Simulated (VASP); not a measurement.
# SnO (Pm-3m) in VASP: further runs

Aim: see how the results for SnO move with the level of theory and the settings. Levels: HSE06, PBE, PBE-based screened hybrid. Tasks: single point.

Program: VASP 6.6.1. These are calculated values, not measurements. Logs are shortened: lines on timing, memory, paths and dates and some standing lists are left out, and cuts for length are marked.

## (1) The crystal as given

It takes space group Pm-3m (No. 221, cubic). Conventional cell: a = 3.103 Å, b = 3.103 Å, c = 3.103 Å, α = 90.00°, β = 90.00°, γ = 90.00°. Sn (site symmetry m-3m) has 8 O at 2.69 Å as nearest neighbours. Around O (site symmetry m-3m) lie 8 Sn at 2.69 Å.

The cell was built by a generator and needn't be a form met in nature.

## (2) Single point, HSE06

POSCAR reads:

```
SnO
1.0
    3.1034067823      0.0000000000      0.0000000000
    0.0000000000      3.1034067823      0.0000000000
    0.0000000000      0.0000000000      3.1034067823
Sn O
1 1
Direct
    0.0000000000      0.0000000000      0.0000000000
    0.5000000000      0.5000000000      0.5000000000
```

INCAR.step1 reads:

```
SYSTEM = SnO
ALGO     = Normal         ! electronic algorithm
EDIFF    = 1E-5           ! SCF threshold, eV
ENCUT    = 520            ! plane-wave cutoff, eV
GGA      = PE             ! functional
ISIF     = 2              ! what is computed and relaxed
ISMEAR   = 0              ! smearing method
LASPH    = .True.         ! aspherical terms in the spheres
LCHARG   = .False.        ! write CHGCAR
LREAL    = .False.        ! projectors in reciprocal space
LWAVE    = .True.         ! write WAVECAR
NBANDS   = 17             ! bands
NELM     = 80             ! most SCF steps
PREC     = Accurate       ! precision mode
SIGMA    = 0.01           ! smearing width, eV
```

INCAR.step2 reads:

```
SYSTEM = SnO
ALGO     = Normal         ! electronic algorithm
EDIFF    = 1E-6           ! SCF threshold, eV
ENCUT    = 520            ! plane-wave cutoff, eV
GGA      = PE             ! functional
HFSCREEN = 0.2079         ! screening, 1/A
ISIF     = 2              ! what is computed and relaxed
ISMEAR   = 0              ! smearing method
ISTART   = 1            
LASPH    = .True.         ! aspherical terms in the spheres
LCHARG   = .False.        ! write CHGCAR
LHFCALC  = .True.         ! exact exchange
LREAL    = .False.        ! projectors in reciprocal space
LWAVE    = .False.        ! write WAVECAR
NBANDS   = 17             ! bands
NELM     = 80             ! most SCF steps
PREC     = Accurate       ! precision mode
PRECFOCK = Normal       
SIGMA    = 0.01           ! smearing width, eV
```

KPOINTS reads:

```
k-points
0
Gamma
  4 4 4
  0 0 0
```

Potentials or basis: VASP PAW PBE potentials, release 64 (Sn_d, O).

Run with:

```console
> cat potpaw_PBE.64/Sn_d/POTCAR potpaw_PBE.64/O/POTCAR > POTCAR
> cp INCAR.step1 INCAR
> mpirun -np 1 vasp_std > vasp.out
> cp INCAR.step2 INCAR
> mpirun -np 1 vasp_std > vasp.out
```

OUTCAR:

```text
SYSTEM = SnO
   EDIFF = 1E-6
   ENCUT = 520
   GGA = PE
   HFSCREEN = 0.2079
   ISIF = 2
   ISMEAR = 0
   ISTART = 1
   LASPH = .True.
   LHFCALC = .True.
   LREAL = .False.
   NELM = 80
   PREC = Accurate
   PRECFOCK = Normal

 ion  position               nearest neighbor table
   1  0.000  0.000  0.000-   2 2.69   2 2.69   2 2.69   2 2.69   2 2.69   2 2.69   2 2.69   2 2.69

   2  0.500  0.500  0.500-   1 2.69   1 2.69   1 2.69   1 2.69   1 2.69   1 2.69   1 2.69   1 2.69

  LATTYP: Found a simple cubic cell.
 ALAT       =     3.1034067823

  Lattice vectors:

 A1 = (   3.1034067823,   0.0000000000,   0.0000000000)
 A2 = (   0.0000000000,   3.1034067823,   0.0000000000)
 A3 = (   0.0000000000,   0.0000000000,   3.1034067823)

Analysis of symmetry for initial positions (statically):
=====================================================================
 Subroutine PRICEL returns:
 Original cell was already a primitive cell.

 Routine SETGRP: Setting up the symmetry group for a
 simple cubic supercell.

 Subroutine GETGRP returns: Found 48 space group operations
 (whereof 48 operations were pure point group operations)
 out of a pool of 48 trial point group operations.

The static configuration has the point symmetry O_h .

Analysis of symmetry for dynamics (positions and initial velocities):
=====================================================================
 Subroutine PRICEL returns:
 Original cell was already a primitive cell.

 Routine SETGRP: Setting up the symmetry group for a
 simple cubic supercell.

 Subroutine GETGRP returns: Found 48 space group operations
 (whereof 48 operations were pure point group operations)
 out of a pool of 48 trial point group operations.

The dynamic configuration has the point symmetry O_h .

 Subroutine INISYM returns: Found 48 space group operations
 (whereof 48 operations are pure point group operations),
 and found     1 'primitive' translations

----------------------------------------------------------------------------------------

                                     Primitive cell

  volume of cell :      29.8893

  direct lattice vectors                    reciprocal lattice vectors
     3.103406782  0.000000000  0.000000000     0.322226530  0.000000000  0.000000000
[... 75 lines left out ...]
   IBRION =     -1    ionic relax: 0-MD 1-quasi-New 2-CG
   NFREE  =      0    steps in history (QN), initial steepest desc. (CG)
   ISIF   =      2    stress and relaxation
   ISYM   =      3    0-nonsym 1-usesym 2-fastsym
   POTIM  = 0.5000    time-step for ionic-motion
   TEBEG  =    0.0;   TEEND  =   0.0 temperature during run
   PSTRESS=    0.0 pullay stress
   NELECT =      20.0000    total number of electrons
   NUPDOWN=      -1.0000    fix difference up-down
   EMIN   =  10.00;   EMAX   =-10.00  energy-range for DOS
   EFERMI =   0.00;   METHOD = LEGACY
   ISMEAR =     0;   SIGMA  =   0.01  broadening in eV -4-tet -1-fermi 0-gaus
   EFERMI_NEDOS =   21; number of points for ismear=-14 and -15
   IALGO  =     38    algorithm
   IMIX   =      1    mixing-type and parameters
     AMIX     =   0.40;   BMIX     =  1.00
     AMIX_MAG =   1.60;   BMIX_MAG =  1.00
  volume/ion in A,a.u.               =      14.94       100.85
  Fermi-wavevector in a.u.,A,eV,Ry     =   1.431900  2.705899 27.896550  2.050339
  Thomas-Fermi vector in A             =   2.551586
   LORBIT       =      0    0 simple, 1 ext, 2 COOP (PROOUT), +10 PAW based schemes
   GGA     = PE    functional components
   LHFCALC =     T    Hartree Fock is set to
   PRECFOCK=normal    Normal, Fast or Accurate (Low or Medium for compatibility)
   ENCUT4O =  -1.0   cutoff for four orbital integrals eV
   NKREDX  =     1    reduce k-point grid by
   NKREDY  =     1    reduce k-point grid by
   NKREDZ  =     1    reduce k-point grid by
   AEXX    =    0.2500 exact exchange contribution
   HFSCREEN=    0.2079 screening length (either q_TF or 0.3 A-1)
   HFSCREENC=   0.2079 screening length for correlation (either q_TF or 0.3 A-1)
   ENCUTFOCK=  -1.0 apply spherical cutoff to Coloumb kernel
   IVDW    =     0    specifies the selected vdW correction
   LEPSILON=     F    determine dielectric tensor
   LRPA    =     F    only Hartree local field effects (RPA)
 non-spin polarized calculation
 Gauss-broadening in eV      SIGMA  =   0.01
  energy-cutoff  :      520.00
  volume of cell :       29.89
 maximum number of plane-waves:       840
 NGX is ok and might be reduce to    24
  NGX = 18; NGY = 18; NGZ = 18

 number of electron      19.9999991 magnetization

 Free energy of the ion-electron system (eV)
  ---------------------------------------------------
  ext. energy  EPLUGINS =         0.00000000
  ---------------------------------------------------
  free energy    TOTEN  =       -12.09019619 eV

  energy without entropy =      -12.09019619  energy(sigma->0) =      -12.09019619

 E-fermi :   7.4531     XC(G=0):  -9.3722

 val. band max:        7.3671286384   @ k =   0.2500   0.2500   0.2500
 cond. band min:       8.5169128754   @ k =   0.5000   0.5000   0.5000
 fundamental gap:      1.1497842370
 Fermi energy:         7.4531367494

 k-point     1 :       0.0000    0.0000    0.0000
  band No.  band energies     occupation
      1     -15.8616      2.00000
      2     -15.8616      2.00000
      3     -15.4882      2.00000
      4     -15.4882      2.00000
      5     -15.4882      2.00000
      6     -12.2491      2.00000
[... 177 lines left out ...]
      4     -15.3970      2.00000
      5     -15.3970      2.00000
      6     -10.7704      2.00000
[... 9 lines left out ...]
     16      21.9219      0.00000
     17      29.5173      0.00000

------------------------ aborting loop because EDIFF is reached ----------------------------------------

  FORCE on cell =-STRESS in cart. coord.  units (eV):
  Direction    XX          YY          ZZ          XY          YZ          ZX
  --------------------------------------------------------------------------------------
  -------------------------------------------------------------------------------------
  Total       -0.1602115     -0.1602115     -0.1602115     -0.0000000      0.0000000      0.0000000
  in kB       -8.5879258     -8.5879258     -8.5879258     -0.0000000      0.0000000      0.0000000
  external PRESSURE =      -8.5879258 kB  Pullay stress =       0.0000000 kB

 VOLUME and BASIS-vectors are now :
 -----------------------------------------------------------------------------
  energy-cutoff  :      520.00
  volume of cell :       29.89
      direct lattice vectors                 reciprocal lattice vectors
     3.103406782  0.000000000  0.000000000     0.322226530  0.000000000  0.000000000
     0.000000000  3.103406782  0.000000000     0.000000000  0.322226530  0.000000000
     0.000000000  0.000000000  3.103406782     0.000000000  0.000000000  0.322226530

 POSITION                                       TOTAL-FORCE (eV/Angst)
 -----------------------------------------------------------------------------------
      0.00000      0.00000      0.00000         0.000000      0.000000      0.000000
      1.55170      1.55170      1.55170         0.000000      0.000000      0.000000
 -----------------------------------------------------------------------------------
    total drift:                                0.000001      0.000000      0.000000

  FREE ENERGIE OF THE ION-ELECTRON SYSTEM (eV)
  ---------------------------------------------------
  free  energy   TOTEN  =       -12.0901961851 eV

  energy  without entropy=      -12.0901961851  energy(sigma->0) =      -12.09019619
```

OSZICAR.step1:

```text
N       E                     dE             d eps       ncg     rms          rms(c)
DAV:   1     0.136774408609E+03    0.13677E+03   -0.10279E+04   365   0.183E+03
DAV:   2    -0.495386060649E+00   -0.13727E+03   -0.13215E+03   380   0.382E+02
DAV:   3    -0.114819408086E+02   -0.10987E+02   -0.10901E+02   387   0.965E+01
DAV:   4    -0.116970297968E+02   -0.21509E+00   -0.21501E+00   387   0.136E+01
DAV:   5    -0.117029815661E+02   -0.59518E-02   -0.59517E-02   456   0.217E+00    0.812E+00
DAV:   6    -0.101526566311E+02    0.15503E+01   -0.11309E+01   430   0.411E+01    0.522E+00
DAV:   7    -0.986368944701E+01    0.28897E+00   -0.15735E+00   415   0.790E+00    0.129E+00
DAV:   8    -0.983451742243E+01    0.29172E-01   -0.13412E-01   407   0.307E+00    0.135E-01
DAV:   9    -0.983480890220E+01   -0.29148E-03   -0.39021E-03   433   0.600E-01    0.829E-02
DAV:  10    -0.983491191470E+01   -0.10301E-03   -0.37250E-04   457   0.322E-01    0.253E-02
DAV:  11    -0.983489573196E+01    0.16183E-04   -0.17789E-04   454   0.182E-01    0.195E-02
DAV:  12    -0.983488387160E+01    0.11860E-04   -0.25692E-05   331   0.489E-02    0.189E-03
DAV:  13    -0.983488415105E+01   -0.27946E-06   -0.19169E-06   225   0.120E-02
   1 F= -.98348842E+01 E0= -.98348842E+01  d E =-.180811E-19
```

Run time: 2.4 min. Hardware: 1 thread of Intel Xeon 6975P-C (Granite Rapids), shared host; peak memory 0.25 GiB.

Results:

| Item | Value |
| --- | --- |
| Free energy | -12.0902 eV |
| Pressure | -0.9 GPa |
| Band gap on the k mesh | 1.15 eV, indirect (least direct gap 1.39 eV) |

Levels at points of the mesh, in eV from the valence-band top:
| k point | band 6 | band 7 | band 8 | band 9 | band 10 | band 11 | band 12 | band 13 | band 14 | band 15 |
| --- | --- | --- | --- | --- | --- | --- | --- | --- | --- | --- |
| (0.00, 0.00, 0.00) | -19.62 | -7.49 | -2.51 | -2.51 | -2.51 | 9.59 | 9.59 | 10.06 | 10.06 | 10.06 |
| (0.50, 0.00, 0.00) | -18.88 | -9.25 | -1.67 | -1.67 | -0.10 | 1.29 | 8.95 | 8.95 | 12.74 | 12.94 |
| (0.50, 0.50, 0.00) | -18.22 | -5.67 | -5.67 | -4.35 | -1.52 | 5.01 | 5.01 | 10.29 | 12.04 | 16.92 |
| (0.50, 0.50, 0.50) | -18.14 | -3.40 | -3.40 | -3.40 | -0.38 | 1.15 | 1.15 | 1.15 | 14.55 | 14.55 |

Caveat: the k mesh is coarse (spacing up to 0.51 Å⁻¹), so the values aren't converged, least of all with exact exchange; the PAW data sets were made with another functional, which shifts forces and pressure a little; spin-orbit coupling is left out, which moves the levels of the heavy elements. A k mesh can miss the band edges.

(Continued in part 2 of 2.)
